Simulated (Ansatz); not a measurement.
# AlAs wire along [111], 38 atoms a period, H-terminated: bands along the axis, part 2 of 2

Aim: is the AlAs wire along [111], 38 atoms a period, H-terminated a metal or a semiconductor?

Ansatz 0.2.0; DFT PBE, plane waves, PAW; relaxation of a wire's period; PAW set soft_1 (the session's first sound run).

So far. Step 2 (Relaxing the period): The cell's length comes to 9.955 Å with spin left out.

### Step 3. The wire at its relaxed period

This step: DFT PBE, plane waves, PAW; bands of a perfect wire; PAW set soft_1 (Ansatz 0.2.0).

At the relaxed period the bands are computed along the axis; those that cross an energy going forward count the channels that a perfect wire would open there.

The input, input.yaml:

```yaml
crystal:
  lattice:
    - [17.467, 0.0, 0.0]
    - [0.0, 19.099, 0.0]
    - [0.0, 0.0, 9.955021628]
  atoms:
    - { symbol: Al, position: [0.260681655, 0.626866981, 0.994909959] }
    - { symbol: Al, position: [0.385761896, 0.440174922, 0.010011586] }
    - { symbol: Al, position: [0.5, 0.621146776, 0.010002047] }
    - { symbol: As, position: [0.274624774, 0.619488108, 0.245740817] }
    - { symbol: As, position: [0.381784755, 0.438063923, 0.257255245] }
    - { symbol: As, position: [0.5, 0.262471117, 0.245721796] }
    - { symbol: As, position: [0.5, 0.625335761, 0.257251201] }
    - { symbol: As, position: [0.618215245, 0.438063923, 0.257255245] }
    - { symbol: As, position: [0.725375226, 0.619488108, 0.245740817] }
    - { symbol: H, position: [0.190391092, 0.421297841, 0.276707205] }
    - { symbol: H, position: [0.270230397, 0.294827228, 0.276750089] }
    - { symbol: H, position: [0.420148413, 0.785281238, 0.276747027] }
    - { symbol: H, position: [0.579851587, 0.785281238, 0.276747027] }
    - { symbol: H, position: [0.729769603, 0.294827228, 0.276750089] }
    - { symbol: H, position: [0.809608908, 0.421297841, 0.276707205] }
    - { symbol: H, position: [0.20242868, 0.588217897, 0.305264703] }
    - { symbol: H, position: [0.268136467, 0.692304802, 0.30525854] }
    - { symbol: H, position: [0.434291764, 0.22090945, 0.305209954] }
    - { symbol: H, position: [0.565708236, 0.22090945, 0.305209954] }
    - { symbol: H, position: [0.731863533, 0.692304802, 0.30525854] }
    - { symbol: H, position: [0.79757132, 0.588217897, 0.305264703] }
    - { symbol: Al, position: [0.261011545, 0.37428172, 0.325834328] }
    - { symbol: Al, position: [0.389428916, 0.558880701, 0.3437693] }
    - { symbol: Al, position: [0.5, 0.38371749, 0.343754904] }
    - { symbol: Al, position: [0.5, 0.752890428, 0.32587792] }
    - { symbol: Al, position: [0.610571084, 0.558880701, 0.3437693] }
    - { symbol: Al, position: [0.738988455, 0.37428172, 0.325834328] }
    - { symbol: As, position: [0.273698821, 0.380985857, 0.577424154] }
    - { symbol: As, position: [0.383697972, 0.561901716, 0.590944679] }
    - { symbol: As, position: [0.5, 0.377654472, 0.5909348] }
    - { symbol: As, position: [0.5, 0.739495389, 0.577451846] }
    - { symbol: As, position: [0.616302028, 0.561901716, 0.590944679] }
    - { symbol: As, position: [0.726301179, 0.380985857, 0.577424154] }
    - { symbol: H, position: [0.188232602, 0.542594604, 0.614142926] }
    - { symbol: H, position: [0.304197992, 0.726310769, 0.614125676] }
    - { symbol: H, position: [0.384030209, 0.23247382, 0.614207289] }
    - { symbol: H, position: [0.615969791, 0.23247382, 0.614207289] }
    - { symbol: H, position: [0.695802008, 0.726310769, 0.614125676] }
    - { symbol: H, position: [0.811767398, 0.542594604, 0.614142926] }
    - { symbol: H, position: [0.203205112, 0.343751802, 0.632228385] }
    - { symbol: H, position: [0.5, 0.813939478, 0.632256683] }
    - { symbol: H, position: [0.796794888, 0.343751802, 0.632228385] }
    - { symbol: Al, position: [0.263324938, 0.502397528, 0.662515929] }
    - { symbol: Al, position: [0.383466501, 0.31206998, 0.662517015] }
    - { symbol: Al, position: [0.379856602, 0.687011052, 0.662517838] }
    - { symbol: Al, position: [0.5, 0.500491222, 0.670121314] }
    - { symbol: Al, position: [0.620143398, 0.687011052, 0.662517838] }
    - { symbol: Al, position: [0.616533499, 0.31206998, 0.662517015] }
    - { symbol: Al, position: [0.736675062, 0.502397528, 0.662515929] }
    - { symbol: As, position: [0.274041232, 0.503993466, 0.914330607] }
    - { symbol: As, position: [0.390329082, 0.319764768, 0.91432853] }
    - { symbol: As, position: [0.3836997, 0.677716399, 0.914327773] }
    - { symbol: As, position: [0.5, 0.500491144, 0.920217349] }
    - { symbol: As, position: [0.6163003, 0.677716399, 0.914327773] }
    - { symbol: As, position: [0.609670918, 0.319764768, 0.91432853] }
    - { symbol: As, position: [0.725958768, 0.503993466, 0.914330607] }
    - { symbol: H, position: [0.185059994, 0.666751137, 0.949953893] }
    - { symbol: H, position: [0.5, 0.167924129, 0.949887376] }
    - { symbol: H, position: [0.814940006, 0.666751137, 0.949953893] }
    - { symbol: H, position: [0.203586974, 0.466620343, 0.9684833] }
    - { symbol: H, position: [0.319719187, 0.28263507, 0.968473039] }
    - { symbol: H, position: [0.383858724, 0.752205646, 0.968461514] }
    - { symbol: H, position: [0.616141276, 0.752205646, 0.968461514] }
    - { symbol: H, position: [0.680280813, 0.28263507, 0.968473039] }
    - { symbol: H, position: [0.796413026, 0.466620343, 0.9684833] }
    - { symbol: Al, position: [0.5, 0.247767462, 0.994897573] }
    - { symbol: Al, position: [0.614238104, 0.440174922, 0.010011586] }
    - { symbol: Al, position: [0.739318345, 0.626866981, 0.994909959] }
kpoints:
  mp_grid: { grid: [1, 1, 9] }
  band_path: { path: ["Γ", Z], npoints: 90 }
scf:
  occupations: { method: fermi_dirac, width: 0.05 }
hamiltonian:
  xc: pbe
  pseudopotentials: { kind: paw, azcp: { folder: soft_1 } }
output:
  dos: { e_range: [-5, 4] }
  write_potential: true
  write_density: true
  volumetric_format: npy
```

Command:

```console
ansatz run input.yaml --threads 4 --pin off --max-ram 16384MiB --backend cpu --events-out ev --progress --plain --runs-dir out
```

Numbers of over 12 decimals in the logs are rounded to 6 here.

The program printed:

```text
[...]
Crystal: 68 atoms, lattice volume = 3321.017 Å³
Basis set: ecut = 420 eV, 64841 PW (Γ)
Bands: 254, of which v1, the nominal top of the filled ones, is band 186 counted from 1 (185 counted from 0)
Symmetry: 2 space group operations
[...]
k-points: 5 of 9 (time reversal used)
[...]
SCF iter   1: F=—  HF=-102975.320844 eV  |F-HF|=—  |Δ(HF+E_count)|=         —  Δρ=3.39e-2  dr2=4.03e1  ethr=3.10e-3  ⟨swp⟩=7.0  Hψ=5711  notcnv=0  defer=17
[...]
SCF iter  11: F=-102962.776584 eV  HF=-102962.776584 eV  |F-HF|=3.27e-9  |Δ(HF+E_count)|=   9.06e-8  Δρ=4.26e-7  dr2=1.70e-8  ethr=2.69e-11  ⟨swp⟩=17.6  Hψ=6535  notcnv=0
SCF 1 converged in 11 iterations: F = -102962.776584 eV  dr2 = 1.70e-8
[...]
NSCF: frozen V_eff on 91 k-points
WARN: pass on a band path, mesh or list of k-points: the 91 k-points are solved 3 at a time at the most, because the 14.40 GiB of host memory that the pass is priced against does not hold them all with the solver's workspace as planned. The pass can take longer, above all where fewer k-points are solved at a time than the run has threads. As a rule a larger memory budget leaves room for more at once. The budget is what a run with no `--max-ram-frac` typed is planned for, 0.8 of the host's memory or its container's limit. More memory there lifts it, and so does a share over 0.88 that is typed (of such a share the budget is ten elevenths): [rest of the remark cut]
WARN: The output density's exchange-correlation potential varies sharply where the density is thin. Do not read a vacuum level from v_tot or v_xc, or from such a field of the output density. On a cell that repeats whose density bears no net charge and no dipole along the vacuum's axis use v_es (v_loc + v_h of the components); under efield.dipole_correction with no amplitude use v_es + v_field, which holds any externa [...]
SCF converged after 11 iterations
Free energy (F): -102962.776584 eV
[...]
Internal energy: -102962.776584 eV  (E = F + TS)
E sigma→0 (E₀):  -102962.776584 eV
Fermi energy:    -1.301251 eV
[...]
--- Band table (eV; the first three rows and the last of 5) ---
  k-point 0: bands = [... 182 lower, -3.0336, -2.9227, -2.9220, -2.6177, 0.0245, 0.3565, 0.3586, 0.7204, ... 64 higher]
  k-point 1: bands = [... 182 lower, -3.0400, -2.9234, -2.9231, -2.6820, 0.0687, 0.3660, 0.3684, 0.6932, ... 64 higher]
  k-point 2: bands = [... 182 lower, -3.0649, -2.9355, -2.9352, -2.8624, 0.1834, 0.4082, 0.4112, 0.6548, ... 64 higher]
  k-point 4: bands = [... 182 lower, -3.0856, -3.0845, -2.9924, -2.9916, 0.4247, 0.5538, 0.5574, 0.5691, ... 64 higher]
```

Run time: 64 min. Hardware: 4 threads of Arm Neoverse V1, shared host; peak memory 12 GiB.

Reading the cycles: dr2 is the Hartree energy of the density residual (eV), the measure of convergence; HF is the Harris–Foulkes estimate of the energy, which meets the free energy F at convergence.

Numbers from this step:

| Property | Result |
| --- | --- |
| band gap | 2.642 eV |

Electronic bands along the path, in eV, zero at the Fermi level; v1 is the highest filled band, c1 the lowest empty one:

```csv
point,v4,v3,v2,v1,c1,c2,c3,c4
Γ,-1.73,-1.62,-1.62,-1.32,1.33,1.66,1.66,2.02
halfway,-1.77,-1.64,-1.64,-1.62,1.52,1.73,1.73,1.95
Z,-1.78,-1.78,-1.70,-1.70,1.74,1.86,1.86,1.86
```

The gap is 2.64 eV, with spin left out.

The path shows a direct gap of 2.64 eV (valence top at Γ, conduction bottom at Γ).

### Step 4. Outcome

```
cell length, PBE : 9.955 Å
gap, PBE         : 2.64 eV
```

In words: Under PBE the cell's length is 9.96 Å, and a gap of 2.64 eV makes it a semiconductor. Plain hydrogen on a compound's surface is a simple closure: it may leave surface states, and facets that end in unlike atoms put a field across the wire, both of which shrink the gap.

[Logs are printed without paths, hosts, clocks, repeated set-up lines and the standing remarks that a program may print on its own settings, such as how far it seeks lower states.]

[Hosts, paths, dates, database ids (printed as entryN), source tags and the programs' standing remarks are cut or masked in the printed files.]
